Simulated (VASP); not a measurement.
# CoO (P-6m2) in VASP: a series of runs

One crystal, CoO, is run at these levels: LDA+U; tasks: single point.

All numbers are computed with VASP 6.6.1; they aren't measurements. Logs are shortened: lines on timing, memory, paths and dates and some standing lists are left out, and cuts for length are marked.

### 1 The structure

It takes space group P-6m2 (No. 187, hexagonal). Conventional cell: a = 2.856 Å, b = 2.856 Å, c = 2.788 Å, α = 90.00°, β = 90.00°, γ = 120.00°. Co (site symmetry -6m2) is surrounded by 6 O at 2.16 Å. O (site symmetry -6m2) is surrounded by 6 Co at 2.16 Å.

Measurements of this composition are mostly on another form, of space group No. 225.

### 2 Single point, LDA+U, collinear spin, ferromagnetic start

INCAR reads:

```
ALGO = Fast ; EDIFF = 1E-6
ENCUT = 520 ; GGA = CA
ISIF = 2 ; ISMEAR = 0
ISPIN = 2 ; LASPH = True
LCHARG = True ; LDAU = True
LDAUJ = 0 0 ; LDAUL = 2 -1
LDAUPRINT = 1 ; LDAUTYPE = 2
LDAUU = 7 0 ; LELF = True
LMAXMIX = 4 ; LORBIT = 11
LREAL = False ; LVHAR = True
LWAVE = False ; MAGMOM = 2 0
NBANDS = 18 ; NELM = 150
PREC = Accurate ; SIGMA = 0.05
```

KPOINTS reads:

```
k-points
0
Gamma
  8 8 7
```

POSCAR reads:

```
CoO
1.0
    2.8562992300      0.0000000000      0.0000000000
   -1.4281496100      2.4736276900      0.0000000000
    0.0000000000      0.0000000000      2.7876065300
Co O
1 1
Direct
    0.0000000000      0.0000000000      0.0000000000
    0.6666666667      0.3333333333      0.5000000000
```

Potentials or basis: VASP PAW LDA potentials, release 64 (Co, O).

Run with:

```
> cat potpaw_LDA.64/Co/POTCAR potpaw_LDA.64/O/POTCAR > POTCAR
> mpirun -np 1 vasp_std > vasp.out
```

OUTCAR:

```text
EDIFF = 1E-6
   ENCUT = 520
   GGA = CA
   ISIF = 2
   ISMEAR = 0
   ISPIN = 2
   LASPH = True
   LORBIT = 11
   LREAL = False
   NELM = 150
   PREC = Accurate

 ion  position               nearest neighbor table
   1  0.000  0.000  0.000-   2 2.16   2 2.16   2 2.16   2 2.16   2 2.16   2 2.16
   2  0.667  0.333  0.500-   1 2.16   1 2.16   1 2.16   1 2.16   1 2.16   1 2.16

  LATTYP: Found a hexagonal cell.
 ALAT       =     2.8562992300
 C/A-ratio  =     0.9759504539

  Lattice vectors:

 A1 = (   2.8562992300,   0.0000000000,   0.0000000000)
 A2 = (  -1.4281496100,   2.4736276900,   0.0000000000)
 A3 = (   0.0000000000,   0.0000000000,   2.7876065300)

Analysis of symmetry for initial positions (statically):
=====================================================================
 Subroutine PRICEL returns:
 Original cell was already a primitive cell.

 Routine SETGRP: Setting up the symmetry group for a
 hexagonal supercell.

 Subroutine GETGRP returns: Found 12 space group operations
 (whereof 12 operations were pure point group operations)
 out of a pool of 24 trial point group operations.

The static configuration has the point symmetry D_3h.

Analysis of symmetry for dynamics (positions and initial velocities):
=====================================================================
 Subroutine PRICEL returns:
 Original cell was already a primitive cell.

 Routine SETGRP: Setting up the symmetry group for a
 hexagonal supercell.

 Subroutine GETGRP returns: Found 12 space group operations
 (whereof 12 operations were pure point group operations)
 out of a pool of 24 trial point group operations.

The dynamic configuration has the point symmetry D_3h.

Analysis of structural, dynamic, and magnetic symmetry:
=====================================================================
 Subroutine PRICEL returns:
 Original cell was already a primitive cell.

 Routine SETGRP: Setting up the symmetry group for a
 hexagonal supercell.

 Subroutine GETGRP returns: Found 12 space group operations
 (whereof 12 operations were pure point group operations)
 out of a pool of 24 trial point group operations.

The overall configuration has the point symmetry D_3h.

 Subroutine INISYM returns: Found 12 space group operations
 (whereof 12 operations are pure point group operations),
 and found     1 'primitive' translations

----------------------------------------------------------------------------------------

                                     Primitive cell

  volume of cell :      19.6956

  direct lattice vectors                    reciprocal lattice vectors
     2.856299230  0.000000000  0.000000000     0.350103375  0.202132277  0.000000000
    -1.428149610  2.473627690  0.000000000     0.000000000  0.404264556  0.000000000
     0.000000000  0.000000000  2.787606530     0.000000000  0.000000000  0.358730685

  length of vectors
     2.856299230  2.856299224  2.787606530     0.404264555  0.404264556  0.358730685

  position of ions in fractional coordinates (direct lattice)
     0.000000000  0.000000000  0.000000000
     0.666666667  0.333333333  0.500000000

  ion indices of the primitive-cell ions
   primitive index   ion index
                 1           1
                 2           2

----------------------------------------------------------------------------------------

 KPOINTS: k-points

Automatic generation of k-mesh.
 Grid dimensions read from file:
[... 61 lines left out ...]
   LSORBIT =      F    spin-orbit coupling
   LASPH  =      T    aspherical Exc in radial PAW
   ENCUT  =  520.0 eV  38.22 Ry    6.18 a.u.   5.31  5.31  5.18*2*pi/ulx,y,z
   NELM   =    150;   NELMIN=  2; NELMDL= -5     # of ELM steps
   EDIFF  = 0.1E-05   stopping-criterion for ELM
   LREAL  =      F    real-space projection
   EDIFFG = 0.1E-04   stopping-criterion for IOM
   NSW    =      0    number of steps for IOM
   IBRION =     -1    ionic relax: 0-MD 1-quasi-New 2-CG
   NFREE  =      0    steps in history (QN), initial steepest desc. (CG)
   ISIF   =      2    stress and relaxation
   ISYM   =      2    0-nonsym 1-usesym 2-fastsym
   POTIM  = 0.5000    time-step for ionic-motion
   TEBEG  =    0.0;   TEEND  =   0.0 temperature during run
   PSTRESS=    0.0 pullay stress
   NELECT =      15.0000    total number of electrons
   NUPDOWN=      -1.0000    fix difference up-down
   EMIN   =  10.00;   EMAX   =-10.00  energy-range for DOS
   EFERMI =   0.00;   METHOD = LEGACY
   ISMEAR =     0;   SIGMA  =   0.05  broadening in eV -4-tet -1-fermi 0-gaus
   EFERMI_NEDOS =   21; number of points for ismear=-14 and -15
   IALGO  =     68    algorithm
   IMIX   =      4    mixing-type and parameters
     AMIX     =   0.40;   BMIX     =  1.00
     AMIX_MAG =   1.60;   BMIX_MAG =  1.00
  volume/ion in A,a.u.               =       9.85        66.46
  Fermi-wavevector in a.u.,A,eV,Ry     =   1.495026  2.825189 30.410419  2.235103
  Thomas-Fermi vector in A             =   2.607224
   LORBIT       =     11    0 simple, 1 ext, 2 COOP (PROOUT), +10 PAW based schemes
 LDA+U is selected, type is set to LDAUTYPE =  2
   angular momentum for each species LDAUL =     2   -1
   U (eV)           for each species LDAUU =   7.0  0.0
   J (eV)           for each species LDAUJ =   0.0  0.0
   GGA     = CA    functional components
   LHFCALC =     F    Hartree Fock is set to
   AEXX    =    0.0000 exact exchange contribution
   IVDW    =     0    specifies the selected vdW correction
   LEPSILON=     F    determine dielectric tensor
   LRPA    =     F    only Hartree local field effects (RPA)
 spin polarized calculation
 RMM-DIIS sequential band-by-band and
 Gauss-broadening in eV      SIGMA  =   0.05
  energy-cutoff  :      520.00
  volume of cell :       19.70
 maximum number of plane-waves:       543
 NGX is ok and might be reduce to    24

atom =   1  type =  1  l = 2

 onsite density matrix

spin component  1

  0.9830  0.0000 -0.0000 -0.0000 -0.0000
  0.0000  1.0140  0.0000  0.0000 -0.0000
 -0.0000  0.0000  0.9778  0.0000 -0.0000
 -0.0000  0.0000  0.0000  1.0140  0.0000
 -0.0000 -0.0000 -0.0000  0.0000  0.9830

spin component  2

  0.5258 -0.0000 -0.0000  0.0000  0.0000
 -0.0000  0.0943 -0.0000  0.0000  0.0000
 -0.0000 -0.0000  0.9725 -0.0000 -0.0000
  0.0000  0.0000 -0.0000  0.0943  0.0000
  0.0000  0.0000 -0.0000  0.0000  0.5258

 occupancies and eigenvectors

  o =  0.0943  v =  0.0000  0.0000  0.0000  0.0000  0.0000  0.0000  0.9010  0.0000 -0.4337 -0.0000      0.0000  0.0000  0.0000  0.0000  0.0000  0.0000  0.0000  0.0000  0.0000  0.0000
  o =  0.0943  v =  0.0000  0.0000  0.0000  0.0000  0.0000 -0.0000  0.4337  0.0000  0.9010 -0.0000      0.0000  0.0000  0.0000  0.0000  0.0000  0.0000  0.0000  0.0000  0.0000  0.0000
  o =  0.5258  v =  0.0000  0.0000  0.0000  0.0000  0.0000  0.9998 -0.0000  0.0000  0.0000 -0.0184      0.0000  0.0000  0.0000  0.0000  0.0000  0.0000  0.0000  0.0000  0.0000  0.0000
  o =  0.5258  v =  0.0000  0.0000  0.0000  0.0000  0.0000 -0.0184 -0.0000 -0.0000 -0.0000 -0.9998      0.0000  0.0000  0.0000  0.0000  0.0000  0.0000  0.0000  0.0000  0.0000  0.0000
  o =  0.9725  v =  0.0000  0.0000  0.0000  0.0000  0.0000 -0.0000 -0.0000  1.0000 -0.0000 -0.0000      0.0000  0.0000  0.0000  0.0000  0.0000  0.0000  0.0000  0.0000  0.0000  0.0000
  o =  0.9778  v = -0.0000 -0.0000 -1.0000  0.0000 -0.0000  0.0000  0.0000  0.0000  0.0000  0.0000      0.0000  0.0000  0.0000  0.0000  0.0000  0.0000  0.0000  0.0000  0.0000  0.0000
  o =  0.9830  v =  0.4457 -0.0000  0.0000 -0.0000 -0.8952  0.0000  0.0000  0.0000  0.0000  0.0000      0.0000  0.0000  0.0000  0.0000  0.0000  0.0000  0.0000  0.0000  0.0000  0.0000
  o =  0.9830  v =  0.8952  0.0000 -0.0000  0.0000  0.4457  0.0000  0.0000  0.0000  0.0000  0.0000      0.0000  0.0000  0.0000  0.0000  0.0000  0.0000  0.0000  0.0000  0.0000  0.0000
  o =  1.0140  v = -0.0000 -0.9010  0.0000  0.4337  0.0000  0.0000  0.0000  0.0000  0.0000  0.0000      0.0000  0.0000  0.0000  0.0000  0.0000  0.0000  0.0000  0.0000  0.0000  0.0000
  o =  1.0140  v = -0.0000 -0.4337  0.0000 -0.9010  0.0000  0.0000  0.0000  0.0000  0.0000  0.0000      0.0000  0.0000  0.0000  0.0000  0.0000  0.0000  0.0000  0.0000  0.0000  0.0000

 number of electron      15.0000006 magnetization       3.0000497

 Free energy of the ion-electron system (eV)
  ---------------------------------------------------
  ext. energy  EPLUGINS =         0.00000000
  ---------------------------------------------------
  free energy    TOTEN  =       -11.16650565 eV

  energy without entropy =      -11.16503499  energy(sigma->0) =      -11.16577032

 E-fermi :   6.7425     XC(G=0): -12.7694

 val. band max:        6.7367023933   @ k =   0.1250   0.1250   0.2857
 cond. band min:       6.7534037680   @ k =   0.1250   0.0000   0.2857
 fundamental gap:      0.0167013747
 Fermi energy:         6.7424938408

 spin component 1

 k-point     1 :       0.0000    0.0000    0.0000
  band No.  band energies     occupation
      1     -12.1970      1.00000
      2      -0.0498      1.00000
      3      -0.0498      1.00000
      4       0.1844      1.00000
      5       0.5839      1.00000
      6       0.5839      1.00000
[... 1001 lines left out ...]
     17      35.7676      0.00000
     18      40.8600      0.00000

 [... further k-points ...]
[... 5 lines left out ...]
  --------------------------------------------------------------------------------------
  -------------------------------------------------------------------------------------
  Total       -2.1536604     -2.1536604     -3.8903671     -0.0000000     -0.0000000      0.0000000
  in kB     -175.1936273   -175.1936267   -316.4693482     -0.0000004     -0.0000000      0.0000000
  external PRESSURE =    -222.2855341 kB  Pullay stress =       0.0000000 kB

 VOLUME and BASIS-vectors are now :
 -----------------------------------------------------------------------------
  energy-cutoff  :      520.00
  volume of cell :       19.70
      direct lattice vectors                 reciprocal lattice vectors
     2.856299230  0.000000000  0.000000000     0.350103375  0.202132277  0.000000000
    -1.428149610  2.473627690  0.000000000     0.000000000  0.404264556  0.000000000
     0.000000000  0.000000000  2.787606530     0.000000000  0.000000000  0.358730685

 POSITION                                       TOTAL-FORCE (eV/Angst)
 -----------------------------------------------------------------------------------
      0.00000      0.00000      0.00000        -0.000000     -0.000000      0.000000
      1.42815      0.82454      1.39380         0.000000      0.000000      0.000000
 -----------------------------------------------------------------------------------
    total drift:                               -0.000000      0.000000      0.000000

  FREE ENERGIE OF THE ION-ELECTRON SYSTEM (eV)
  ---------------------------------------------------
  free  energy   TOTEN  =       -11.1665056493 eV

  energy  without entropy=      -11.1650349852  energy(sigma->0) =      -11.16577032

 total charge

# of ion       s       p       d       tot
------------------------------------------
    1        0.309   0.373   7.158   7.840
    2        1.544   3.397   0.000   4.941
--------------------------------------------------
tot          1.853   3.770   7.158  12.781

 magnetization (x)

# of ion       s       p       d       tot
------------------------------------------
    1        0.008   0.009   2.756   2.773
    2        0.016   0.217   0.000   0.233
--------------------------------------------------
tot          0.024   0.226   2.756   3.006
```

Run time: 20 s. Hardware: 1 thread of Intel Xeon Platinum 8488C (Sapphire Rapids), shared host; peak memory 0.14 GiB.

What came out:

| Quantity | Value |
| --- | --- |
| Free energy | -11.1665 eV |
| Pressure | -22.2 GPa |
| Band gap on the k mesh | none (metal or under the smearing width) |
| Net moment | 3.00 μB per cell |
| Site moments | Co +2.77; O +0.23 μB |
| Valence electrons inside the program's atomic spheres | Co 7.84; O 4.94 |

Eigenvalues of the final occupation matrices:
| site | spin | trace | eigenvalues |
| --- | --- | --- | --- |
| site 1 d | 1 | 4.97 | 0.98 0.98 0.98 1.01 1.01 |
| site 1 d | 2 | 2.21 | 0.09 0.09 0.53 0.53 0.97 |

Caveat: a cell with one magnetic atom can't hold antiferromagnetic order, which such compounds often take. The state reached can hang on the start; a lower one may exist.

### 3 Single point, LDA+U, collinear spin, antiferromagnetic start

This run uses another cell than the first one: it holds 4 atoms, not 2.

INCAR reads:

```
SYSTEM = CoO
PREC = Accurate
ENCUT = 520
EDIFF = 1E-6
ISMEAR = 0
SIGMA = 0.05
LREAL = .False.
LASPH = .True.
NELM = 120
ALGO = Fast
ISIF = 2
LWAVE = .False.
LCHARG = .False.
ISPIN = 2
MAGMOM = 2 -2 0 0
LORBIT = 11
LMAXMIX = 4
LDAU = .True.
LDAUTYPE = 2
LDAUL = 2 -1
LDAUU = 7 0
LDAUJ = 0 0
LDAUPRINT = 1
GGA = CA
NBANDS = 27
```

KPOINTS reads:

```
regular mesh
0
Gamma
  8 8 4
  0 0 0
```

POSCAR reads:

```
CoO
1.0
    2.8562992300      0.0000000000      0.0000000000
   -1.4281496100      2.4736276900      0.0000000000
    0.0000000000      0.0000000000      5.5752130600
Co O
2 2
Direct
    0.0000000000      0.0000000000      0.0000000000
    0.0000000000      0.0000000000      0.5000000000
    0.6666666667      0.3333333333      0.2500000000
    0.6666666667      0.3333333333      0.7500000000
```

Potentials or basis: VASP PAW LDA potentials, release 64 (Co, O).

Run with:

```
> cat potpaw_LDA.64/Co/POTCAR potpaw_LDA.64/O/POTCAR > POTCAR
> mpirun -np 1 vasp_std > vasp.out
```

Run time: 62 s. Hardware: 1 thread of Intel Xeon Platinum 8488C (Sapphire Rapids), shared host; peak memory 0.17 GiB.

The run converged. Its results:

| Quantity | Value |
| --- | --- |
| Free energy | -22.4490 eV |
| Pressure | -23.5 GPa |
| Band gap on the k mesh | none (metal or under the smearing width) |
| Net moment | 0.00 μB per cell |
| Site moments | Co +2.70, -2.70; O +0.00 μB |
| Valence electrons inside the program's atomic spheres | Co 7.86; O 4.93 |

Stress tensor (GPa, compression positive):
```
-19.33   0.00   0.00
  0.00 -19.33   0.00
  0.00   0.00 -31.68
```

Levels at points of the mesh, in eV from the Fermi level:
Spin up:
| k point | band 11 | band 12 | band 13 | band 14 | band 15 | band 16 | band 17 | band 18 | band 19 | band 20 |
| --- | --- | --- | --- | --- | --- | --- | --- | --- | --- | --- |
| (0.00, 0.00, 0.00) | -2.57 | -2.57 | -1.54 | -1.54 | 0.18 | 0.18 | 1.12 | 3.19 | 3.19 | 7.00 |
| (0.50, 0.00, 0.00) | -3.24 | -2.76 | -1.97 | -1.74 | -0.75 | 0.12 | 3.48 | 3.66 | 5.15 | 5.78 |
| (0.00, 0.00, 0.50) | -2.59 | -2.59 | -1.59 | -1.59 | 0.23 | 0.23 | 3.20 | 3.20 | 3.46 | 3.65 |
| (0.50, 0.00, 0.50) | -3.47 | -3.08 | -2.89 | -1.84 | -0.33 | 0.16 | 3.13 | 3.54 | 6.18 | 6.93 |
Spin down:
```csv
k point,band 12,band 13,band 14,band 15,band 16,band 17,band 18,band 19
"(0.00, 0.00, 0.00)",-2.57,-1.54,-1.54,0.18,0.18,1.12,3.19,3.19
"(0.50, 0.00, 0.00)",-2.76,-1.97,-1.74,-0.75,0.12,3.48,3.66,5.15
"(0.00, 0.00, 0.50)",-2.59,-1.59,-1.59,0.23,0.23,3.20,3.20,3.46
"(0.50, 0.00, 0.50)",-3.08,-2.89,-1.84,-0.33,0.16,3.13,3.54,6.18
```

Eigenvalues of the final occupation matrices:
```csv
site,spin,trace,eigenvalues
site 1 d,1,4.95,0.98 0.98 0.98 1.01 1.01
site 1 d,2,2.26,0.10 0.10 0.54 0.54 0.97
site 2 d,1,2.26,0.10 0.10 0.54 0.54 0.97
site 2 d,2,4.95,0.98 0.98 0.98 1.01 1.01
```
